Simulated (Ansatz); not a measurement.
ZnO: relaxation of cell and atoms

All numbers below come from DFT, PBE, PAW with Ansatz's default frozen-core files, scalar-relativistic in Ansatz 0.2.0.

Command: `ansatz run input.yaml --threads 1 --pin off --max-ram 3072MiB --backend cpu --events-out ev --progress --plain --runs-dir out` The run took 37 s on 1 thread of Intel(R) Xeon(R) 6975P-C (Granite Rapids), on a shared host, peak memory 0.45 GiB.

```yaml
crystal:
  lattice:
    - [3.1588556782, 0.0, 0.0]
    - [-1.5794278391, 2.7356492642, 0.0]
    - [0.0, 0.0, 5.1489347554]
  atoms:
    - { symbol: Zn, position: [0.3333333333, 0.6666666667, 0.0] }
    - { symbol: Zn, position: [0.6666666667, 0.3333333333, 0.5] }
    - { symbol: O, position: [0.3333333333, 0.6666666667, 0.376] }
    - { symbol: O, position: [0.6666666667, 0.3333333333, 0.876] }
kpoints:
  mp_grid: { grid: [12, 12, 7] }
scf:
  occupations: { method: fermi_dirac, width: 0.08 }
hamiltonian:
  xc: pbe
  pseudopotentials: { kind: paw }
output:
  forces: true
  stress: true
relax:
  f_tol: 0.005
  max_steps: 80
  cell: {}
```

The cell is built from the wurtzite type as a first guess.

The cutoff is 420 eV; energies and pressures of the walk include the program's estimate of the Pulay term.

Each frame lists the cell vectors (Å), then Cartesian positions (Å) and forces (eV/Å). Free energies count from the first step, -7773.4652 eV.

The walk took 9 evaluations in all; steps that aren't listed are left out.

Step 1: E = 0.0 meV, P = 16.59 GPa

```
cell 3.1589 0.0000 0.0000 -1.5794 2.7356 0.0000 0.0000 0.0000 5.1489
Zn    0.0000    1.8238    0.0000     0.000   0.000  -0.001
Zn    1.5794    0.9119    2.5745     0.000   0.000  -0.001
O     0.0000    1.8238    1.9360     0.000   0.000   0.001
O     1.5794    0.9119    4.5105     0.000   0.000   0.001
```

Step 2:

```
cell 3.2126 0.0000 0.0000 -1.6063 2.7822 0.0000 0.0000 0.0000 5.2255
Zn    0.0000    1.8548   -0.0011
Zn    1.6063    0.9274    2.6116
O     0.0000    1.8548    1.9659
O     1.6063    0.9274    4.5786
```

Step 3: E = -194.8 meV, P = 0.85 GPa

```
cell 3.2615 0.0000 0.0000 -1.6307 2.8245 0.0000 0.0000 0.0000 5.2844
Zn    0.0000    1.8830   -0.0036     0.000   0.000  -0.024
Zn    1.6307    0.9415    2.6386     0.000   0.000  -0.024
O     0.0000    1.8830    1.9906     0.000   0.000   0.024
O     1.6307    0.9415    4.6328     0.000   0.000   0.024
```

Step 4: E = -194.4 meV, P = 0.04 GPa

```
cell 3.2689 0.0000 0.0000 -1.6344 2.8310 0.0000 0.0000 0.0000 5.2896
Zn    0.0000    1.8873   -0.0049     0.000   0.000  -0.019
Zn    1.6344    0.9436    2.6399     0.000   0.000  -0.019
O     0.0000    1.8873    1.9938     0.000   0.000   0.019
O     1.6344    0.9436    4.6386     0.000   0.000   0.019
```

Step 5: E = -194.5 meV, P = 0.00 GPa

```
cell 3.2707 0.0000 0.0000 -1.6353 2.8325 0.0000 0.0000 0.0000 5.2855
Zn    0.0000    1.8883   -0.0073     0.000   0.000  -0.002
Zn    1.6353    0.9442    2.6355     0.000   0.000  -0.002
O     0.0000    1.8883    1.9946     0.000   0.000   0.002
O     1.6353    0.9442    4.6374     0.000   0.000   0.002
```

Step 6: E = -227.0 meV, P = 0.91 GPa (the cell of the step before, solved again on a basis chosen afresh, hence the jump)

```
cell 3.2707 0.0000 0.0000 -1.6353 2.8325 0.0000 0.0000 0.0000 5.2855
Zn    0.0000    1.8883   -0.0073     0.000   0.000  -0.001
Zn    1.6353    0.9442    2.6355     0.000   0.000  -0.001
O     0.0000    1.8883    1.9946     0.000   0.000   0.001
O     1.6353    0.9442    4.6374     0.000   0.000   0.001
```

**Question.** Give the energy and forces of step 2.

**Answer.** E = -153.4 meV, P = 7.45 GPa
```
Zn    0.0000    1.8548   -0.0011     0.000   0.000  -0.018
Zn    1.6063    0.9274    2.6116     0.000   0.000  -0.018
O     0.0000    1.8548    1.9659     0.000   0.000   0.018
O     1.6063    0.9274    4.5786     0.000   0.000   0.018
```

**Question.** How does the relaxation end?

**Answer.** It converges, with a = 3.279 Å, b = 3.279 Å, c = 5.294 Å, α = 90.00°, β = 90.00°, γ = 120.00° (conventional cell, space group P6_3mc). The last solve (on a basis chosen afresh for the final cell, so its energy is not quite comparable) gives E = -228.0 meV, P = 0.01 GPa:
```
cell 3.2793 0.0000 0.0000 -1.6396 2.8399 0.0000 0.0000 0.0000 5.2939
Zn    0.0000    1.8933   -0.0080     0.000   0.000   0.000
Zn    1.6396    0.9466    2.6389     0.000   0.000   0.000
O     0.0000    1.8933    1.9985     0.000   0.000   0.000
O     1.6396    0.9466    4.6455     0.000   0.000   0.000
```
